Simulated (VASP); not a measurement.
# ZnS (Wurtzite-2H) (P6_3mc) in VASP: further runs

The runs below take ZnS (Wurtzite-2H) through single point, relaxation of cell and atoms, with PBE.

All numbers are computed with VASP 6.6.1; they aren't measurements. Logs are shortened: lines on timing, memory, paths and dates and some standing lists are left out, and cuts for length are marked.

**Experimental background.**

From a printed reference work, monograph, for a bulk crystal of ZnS at 4 K: band gap 3.911 eV (direct).

The runs below are set against these values where they give the same quantity.

### 1 The cell of the first run

The structure is hexagonal, space group P6_3mc (No. 186). The conventional cell has a = 3.846 Å, b = 3.846 Å, c = 6.304 Å, α = 90.00°, β = 90.00°, γ = 120.00°. Zn (site symmetry 3m) has 4 S at 2.36 Å within 3.1 Å. S (site symmetry 3m) has 4 Zn at 2.36 Å within 3.1 Å.

### 2 Single point, PBE

INCAR reads:

```
PREC     = Accurate       # precision mode
ENCUT    = 520            # plane-wave cutoff, eV
EDIFF    = 1E-6           # SCF threshold, eV
ISMEAR   = -1             # smearing method
SIGMA    = 0.02           # smearing width, eV
LREAL    = False          # projectors in reciprocal space
LASPH    = True           # aspherical terms in the spheres
NELM     = 100            # most SCF steps
ALGO     = Normal         # electronic algorithm
ISIF     = 2              # what is computed and relaxed
LWAVE    = False          # write WAVECAR
LCHARG   = False          # write CHGCAR
GGA      = PE             # functional
NBANDS   = 26             # bands
```

KPOINTS reads:

```
regular mesh
0
Gamma
  12 12 4
```

POSCAR reads:

```
ZnS
1.0
    3.8457820700      0.0000000000      0.0000000000
   -1.9228910350      3.3305449700      0.0000000000
    0.0000000000      0.0000000000      6.3040208800
Zn S
2 2
Direct
    0.3333333333      0.6666666667      0.0052010958
    0.6666666667      0.3333333333      0.5052010958
    0.3333333333      0.6666666667      0.3797989042
    0.6666666667      0.3333333333      0.8797989042
```

Potentials or basis: VASP PAW PBE potentials, release 64 (Zn, S).

The run is started by

```console
cat potpaw_PBE.64/Zn/POTCAR potpaw_PBE.64/S/POTCAR > POTCAR
mpirun -np 1 vasp_std > vasp.out
```

OUTCAR:

```text
PREC = Accurate
   ENCUT = 520
   EDIFF = 1E-6
   ISMEAR = -1
   LREAL = False
   LASPH = True
   NELM = 100
   ISIF = 2
   GGA = PE

 ion  position               nearest neighbor table
   1  0.333  0.667  0.005-   4 2.36   4 2.36   4 2.36   3 2.36
   2  0.667  0.333  0.505-   3 2.36   3 2.36   3 2.36   4 2.36
   3  0.333  0.667  0.380-   2 2.36   2 2.36   2 2.36   1 2.36
   4  0.667  0.333  0.880-   1 2.36   1 2.36   1 2.36   2 2.36

  LATTYP: Found a hexagonal cell.
 ALAT       =     3.8457820700
 C/A-ratio  =     1.6392038772

  Lattice vectors:

 A1 = (   3.8457820700,   0.0000000000,   0.0000000000)
 A2 = (  -1.9228910350,   3.3305449700,   0.0000000000)
 A3 = (   0.0000000000,   0.0000000000,   6.3040208800)

Analysis of symmetry for initial positions (statically):
=====================================================================
 Subroutine PRICEL returns:
 Original cell was already a primitive cell.

 Routine SETGRP: Setting up the symmetry group for a
 hexagonal supercell.

 Subroutine GETGRP returns: Found 12 space group operations
 (whereof  6 operations were pure point group operations)
 out of a pool of 24 trial point group operations.

The static configuration has the point symmetry C_3v.
 The point group associated with its full space group is C_6v.

Analysis of symmetry for dynamics (positions and initial velocities):
=====================================================================
 Subroutine PRICEL returns:
 Original cell was already a primitive cell.

 Routine SETGRP: Setting up the symmetry group for a
 hexagonal supercell.

 Subroutine GETGRP returns: Found 12 space group operations
 (whereof  6 operations were pure point group operations)
 out of a pool of 24 trial point group operations.

The dynamic configuration has the point symmetry C_3v.
 The point group associated with its full space group is C_6v.

 Subroutine INISYM returns: Found 12 space group operations
 (whereof  6 operations are pure point group operations),
 and found     1 'primitive' translations

----------------------------------------------------------------------------------------

                                     Primitive cell

  volume of cell :      80.7454

  direct lattice vectors                    reciprocal lattice vectors
     3.845782070  0.000000000  0.000000000     0.260025134  0.150125581  0.000000000
    -1.922891035  3.330544970  0.000000000     0.000000000  0.300251163  0.000000000
     0.000000000  0.000000000  6.304020880     0.000000000  0.000000000  0.158628916

  length of vectors
     3.845782070  3.845782070  6.304020880     0.300251163  0.300251163  0.158628916

  position of ions in fractional coordinates (direct lattice)
     0.333333333  0.666666667  0.005201096
     0.666666667  0.333333333  0.505201096
     0.333333333  0.666666667  0.379798904
     0.666666667  0.333333333  0.879798904

  ion indices of the primitive-cell ions
   primitive index   ion index
                 1           1
                 2           2
                 3           3
                 4           4

----------------------------------------------------------------------------------------

 KPOINTS: regular mesh

Automatic generation of k-mesh.
 Grid dimensions read from file:
 generate k-points for:   12   12    4

 Generating k-lattice:

  Cartesian coordinates                     Fractional coordinates (reciprocal lattice)
     0.021668761  0.012510465  0.000000000     0.083333333  0.000000000  0.000000000
     0.000000000  0.025020930  0.000000000     0.000000000  0.083333333  0.000000000
     0.000000000  0.000000000  0.039657229     0.000000000  0.000000000  0.250000000

  Length of vectors
     0.025020930  0.025020930  0.039657229

  Shift w.r.t. Gamma in fractional coordinates (k-lattice)
     0.000000000  0.000000000  0.000000000

 Subroutine IBZKPT returns following result:
 ===========================================

 Found     57 irreducible k-points:

 Following reciprocal coordinates:
            Coordinates               Weight
  0.000000  0.000000  0.000000      1.000000
  0.083333 -0.000000  0.000000      6.000000
  0.166667  0.000000  0.000000      6.000000
  0.250000 -0.000000  0.000000      6.000000
  0.333333  0.000000  0.000000      6.000000
  0.416667 -0.000000  0.000000      6.000000
[... 16 lines left out ...]
  0.250000 -0.000000  0.250000     12.000000
  0.333333  0.000000  0.250000     12.000000
 [... further k-points ...]
   k-points           NKPTS =     57   k-points in BZ     NKDIM =     57   number of bands    NBANDS=     26
   number of dos      NEDOS =    301   number of ions     NIONS =      4
   total plane-waves  NPLWV =  43200
   dimension x,y,z NGX =    30 NGY =   30 NGZ =   48
   dimension x,y,z NGXF=    60 NGYF=   60 NGZF=   96
   ions per type =               2   2
   NGX,Y,Z   is equivalent  to a cutoff of  12.97, 12.97, 12.66 a.u.
   NGXF,Y,Z  is equivalent  to a cutoff of  25.94, 25.94, 25.32 a.u.
 SYSTEM =  unknown system
   PREC   = accura    normal or accurate (medium, high low for compatibility)
   ISTART =      0    job   : 0-new  1-cont  2-samecut
   ICHARG =      2    charge: 1-file 2-atom 10-const
   ISPIN  =      1    spin polarized calculation?
   LNONCOLLINEAR =      F non collinear calculations
   LSORBIT =      F    spin-orbit coupling
   LASPH  =      T    aspherical Exc in radial PAW
   ENCUT  =  520.0 eV  38.22 Ry    6.18 a.u.   7.15  7.15 11.72*2*pi/ulx,y,z
   NELM   =    100;   NELMIN=  2; NELMDL= -5     # of ELM steps
   EDIFF  = 0.1E-05   stopping-criterion for ELM
   LREAL  =      F    real-space projection
   EDIFFG = 0.1E-04   stopping-criterion for IOM
   NSW    =      0    number of steps for IOM
   IBRION =     -1    ionic relax: 0-MD 1-quasi-New 2-CG
   NFREE  =      0    steps in history (QN), initial steepest desc. (CG)
   ISIF   =      2    stress and relaxation
   ISYM   =      2    0-nonsym 1-usesym 2-fastsym
   POTIM  = 0.5000    time-step for ionic-motion
   TEBEG  =    0.0;   TEEND  =   0.0 temperature during run
   PSTRESS=    0.0 pullay stress
   NELECT =      36.0000    total number of electrons
   NUPDOWN=      -1.0000    fix difference up-down
   EMIN   =  10.00;   EMAX   =-10.00  energy-range for DOS
   EFERMI =   0.00;   METHOD = LEGACY
   ISMEAR =    -1;   SIGMA  =   0.02  broadening in eV -4-tet -1-fermi 0-gaus
   EFERMI_NEDOS =   21; number of points for ismear=-14 and -15
   IALGO  =     38    algorithm
   IMIX   =      4    mixing-type and parameters
     AMIX     =   0.40;   BMIX     =  1.00
     AMIX_MAG =   1.60;   BMIX_MAG =  1.00
  volume/ion in A,a.u.               =      20.19       136.22
  Fermi-wavevector in a.u.,A,eV,Ry     =   1.250652  2.363389 21.281284  1.564130
  Thomas-Fermi vector in A             =   2.384636
   LORBIT       =      0    0 simple, 1 ext, 2 COOP (PROOUT), +10 PAW based schemes
   GGA     = PE    functional components
   LHFCALC =     F    Hartree Fock is set to
   AEXX    =    0.0000 exact exchange contribution
   IVDW    =     0    specifies the selected vdW correction
   LEPSILON=     F    determine dielectric tensor
   LRPA    =     F    only Hartree local field effects (RPA)
 non-spin polarized calculation
  energy-cutoff  :      520.00
  volume of cell :       80.75
 maximum number of plane-waves:      2208
 NGX is ok and might be reduce to    30
   NGX = 15   NGY = 15   NGZ = 23

 number of electron      36.0000011 magnetization

 Free energy of the ion-electron system (eV)
  ---------------------------------------------------
  ext. energy  EPLUGINS =         0.00000000
  ---------------------------------------------------
  free energy    TOTEN  =       -13.69376123 eV

  energy without entropy =      -13.69376123  energy(sigma->0) =      -13.69376123

 E-fermi :   2.3571     XC(G=0):  -9.5160

 val. band max:        1.9123155148   @ k =   0.0000   0.0000   0.0000
 cond. band min:       3.9950422869   @ k =   0.0000   0.0000   0.0000
 fundamental gap:      2.0827267721
 Fermi energy:         2.3570508129

 k-point     1 :       0.0000    0.0000    0.0000
  band No.  band energies     occupation
      1     -11.0942      2.00000
      2     -10.2046      2.00000
      3      -4.3420      2.00000
      4      -4.3304      2.00000
      5      -4.3304      2.00000
      6      -4.2523      2.00000
[... 18 lines left out ...]
     25       9.5898      0.00000
     26      11.0437      0.00000

 k-point     2 :       0.0833   -0.0000    0.0000
  band No.  band energies     occupation
      1     -11.0490      2.00000
      2     -10.1793      2.00000
      3      -4.3386      2.00000
      4      -4.3271      2.00000
      5      -4.3213      2.00000
      6      -4.2474      2.00000
[... 18 lines left out ...]
     25       9.7972      0.00000
     26      10.7760      0.00000

 k-point     3 :       0.1667    0.0000    0.0000
  band No.  band energies     occupation
      1     -10.9198      2.00000
      2     -10.1108      2.00000
      3      -4.3400      2.00000
      4      -4.3066      2.00000
      5      -4.2978      2.00000
      6      -4.2280      2.00000
[... 18 lines left out ...]
     25      10.1707      0.00000
     26      10.3713      0.00000

 k-point     4 :       0.2500   -0.0000    0.0000
  band No.  band energies     occupation
      1     -10.7260      2.00000
      2     -10.0212      2.00000
      3      -4.3366      2.00000
      4      -4.2804      2.00000
      5      -4.2697      2.00000
      6      -4.1824      2.00000
[... 18 lines left out ...]
     25      10.3688      0.00000
     26      10.7186      0.00000
[... 496 lines left out ...]
      1     -10.8145      2.00000
      2     -10.2445      2.00000
      3      -4.3502      2.00000
      4      -4.2984      2.00000
      5      -4.2869      2.00000
      6      -4.2460      2.00000
[... 18 lines left out ...]
     25      10.0055      0.00000
     26      10.2295      0.00000

 k-point    23 :       0.2500   -0.0000    0.2500
  band No.  band energies     occupation
      1     -10.6314      2.00000
      2     -10.1338      2.00000
      3      -4.3473      2.00000
      4      -4.2847      2.00000
      5      -4.2548      2.00000
      6      -4.1963      2.00000
[... 18 lines left out ...]
     25      10.3123      0.00000
     26      10.7854      0.00000

 k-point    24 :       0.3333    0.0000    0.2500
  band No.  band energies     occupation
      1     -10.4241      2.00000
      2     -10.0283      2.00000
      3      -4.3368      2.00000
      4      -4.2646      2.00000
      5      -4.2273      2.00000
      6      -4.1228      2.00000
[... 18 lines left out ...]
     25      10.6131      0.00000
     26      11.6208      0.00000

 [... further k-points ...]
[... 5 lines left out ...]
  --------------------------------------------------------------------------------------
  -------------------------------------------------------------------------------------
  Total        0.0605992      0.0605992      0.0776131      0.0000000     -0.0000000      0.0000000
  in kB        1.2024296      1.2024296      1.5400253      0.0000000     -0.0000000      0.0000000
  external PRESSURE =       1.3149615 kB  Pullay stress =       0.0000000 kB

 VOLUME and BASIS-vectors are now :
 -----------------------------------------------------------------------------
  energy-cutoff  :      520.00
  volume of cell :       80.75
      direct lattice vectors                 reciprocal lattice vectors
     3.845782070  0.000000000  0.000000000     0.260025134  0.150125581  0.000000000
    -1.922891035  3.330544970  0.000000000     0.000000000  0.300251163  0.000000000
     0.000000000  0.000000000  6.304020880     0.000000000  0.000000000  0.158628916

 POSITION                                       TOTAL-FORCE (eV/Angst)
 -----------------------------------------------------------------------------------
     -0.00000      2.22036      0.03279         0.000000      0.000000      0.000733
      1.92289      1.11018      3.18480        -0.000000     -0.000000      0.000733
     -0.00000      2.22036      2.39426         0.000000     -0.000000     -0.000733
      1.92289      1.11018      5.54627        -0.000000      0.000000     -0.000733
 -----------------------------------------------------------------------------------
    total drift:                               -0.000000     -0.000000     -0.000178

  FREE ENERGIE OF THE ION-ELECTRON SYSTEM (eV)
  ---------------------------------------------------
  free  energy   TOTEN  =       -13.6937612297 eV

  energy  without entropy=      -13.6937612297  energy(sigma->0) =      -13.69376123
```

It took 82 s on 1 thread of Intel Xeon Platinum 8488C (Sapphire Rapids), shared host; peak memory 0.25 GiB.

What came out:

```yaml
Free_energy: -13.6938 eV
Pressure: 0.1 GPa
Band_gap_on_the_k_mesh: 2.08 eV, direct
```

### 3 Relaxation of cell and atoms, PBE

This run uses another cell than the first one, of 19.60 Å³/atom, 0.971 times its volume.

INCAR reads:

```
SYSTEM = ZnS
PREC = Accurate
ENCUT = 600
EDIFF = 1E-6
ISMEAR = -1
SIGMA = 0.02
LREAL = .False.
LASPH = .True.
NELM = 100
ALGO = Normal
ISIF = 3
LWAVE = .False.
LCHARG = .False.
GGA = PE
IBRION = 2
NSW = 80
EDIFFG = -0.005
```

KPOINTS reads:

```
Automatic mesh
0
Gamma
  12 12 4
  0 0 0
```

POSCAR reads:

```
ZnS
1.0
    3.8110000000      0.0000000000      0.0000000000
   -1.9055000000      3.3004228138      0.0000000000
    0.0000000000      0.0000000000      6.2340000000
Zn S
2 2
Direct
    0.3333333333      0.6666666667      0.0000000000
    0.6666666667      0.3333333333      0.5000000000
    0.3333333333      0.6666666667      0.3850000000
    0.6666666667      0.3333333333      0.8850000000
```

Potentials or basis: VASP PAW PBE potentials, release 64 (Zn, S).

The run is started by

```console
cat potpaw_PBE.64/Zn/POTCAR potpaw_PBE.64/S/POTCAR > POTCAR
mpirun -np 1 vasp_std > vasp.out
```

It took 9.4 min on 1 thread of Intel Xeon Platinum 8488C (Sapphire Rapids), shared host; peak memory 0.27 GiB.

Results (log left out):

```yaml
Free_energy: -13.6933 eV
Relaxed_volume: 20.22 Å³/atom
Relaxed_cell: a = 3.847 Å, b = 3.847 Å, c = 6.310 Å, α = 90.00°, β = 90.00°, γ = 120.00°
Space_group_after_relaxing_to_0.05_Å: P6_3mc (No. 186)
Energy_gained_by_relaxing: 9.8 meV/atom
Ionic_steps: 12
Pressure_after_relaxing: 0.0 GPa
Largest_force_after_relaxing: 0.005 eV/Å
Band_gap_on_the_k_mesh: 2.07 eV, direct
```

Forces in eV/Å, atoms in the order of the input:
```
Zn   0.000  0.000  0.005
Zn   0.000  0.000  0.005
S    0.000  0.000 -0.005
S    0.000  0.000 -0.005
```

Step by step:
```tsv
step	energy change (eV)	largest force (eV/Å)	pressure (GPa)	volume (Å³)
1	0.0000	0.3224	2.49	78.41
2	-0.0315	0.0914	-0.84	81.91
3	-0.0329	0.1293	-0.26	81.29
4	-0.0329	0.1255	-0.31	81.34
5	-0.0361	0.0684	-0.11	81.10
6	-0.0375	0.0142	-0.01	80.87
7	-0.0356	0.1067	0.48	80.42
8	-0.0376	0.0088	0.07	80.78
9	-0.0391	0.0048	0.11	80.78
10	-0.0391	0.0078	0.12	80.79
11	-0.0391	0.0016	-0.08	81.01
12	-0.0391	0.0050	0.00	80.90
```

Final structure:
```
Zn S
1.0
     3.84744    0.00000    0.00000
    -1.92372    3.33198    0.00000
     0.00000    0.00000    6.31045
Zn S
2 2
Cartesian
  0.0000 2.2213 0.0327
  1.9237 1.1107 3.1879
  0.0000 2.2213 2.3968
  1.9237 1.1107 5.5521
```

Levels at points of the mesh, in eV from the valence-band top:
| k point | band 15 | band 16 | band 17 | band 18 | band 19 | band 20 | band 21 | band 22 |
| --- | --- | --- | --- | --- | --- | --- | --- | --- |
| (0.00, 0.00, 0.00) | -0.85 | -0.07 | 0.00 | 0.00 | 2.07 | 3.05 | 6.33 | 6.33 |
| (0.50, 0.00, 0.00) | -3.13 | -2.13 | -1.60 | -0.85 | 3.69 | 4.17 | 5.14 | 6.93 |
| (0.00, 0.00, 0.50) | -0.44 | -0.44 | -0.44 | -0.44 | 3.47 | 3.47 | 6.78 | 6.78 |
| (0.50, 0.00, 0.50) | -1.56 | -1.56 | -1.54 | -1.54 | 3.54 | 3.54 | 5.24 | 5.24 |

### 4 How close it comes

Step 2. Against the measured gap of ZnS, 3.911 eV (direct; 4 K; a printed reference work, monograph), the calculated 2.08 eV is off by -1.83 eV. The value is that of PBE on a finite k mesh, which can miss the band edges, without temperature or zero-point motion. Semilocal functionals fall short of measured gaps as a rule.
